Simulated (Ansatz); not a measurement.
An element in the sc structure gives these cold pressures by all-electron LAPW under PBE (Ansatz 0.2.0, scalar-relativistic, no spin polarisation).

```
V (Å³/atom)  P (GPa)
      41.77     0.01
      36.75     3.97
      32.58    10.66
      28.40     23.6
      24.22     49.2
      20.88     80.8
      17.96    127.2
```

Question: Which element is it?

Answer: I. Its zero-pressure volume in this structure is near 41.8 Å³/atom; the volume and the steepness of P(V) together point to it, though neighbours can come close. Other candidates weren't computed, and some may come near.
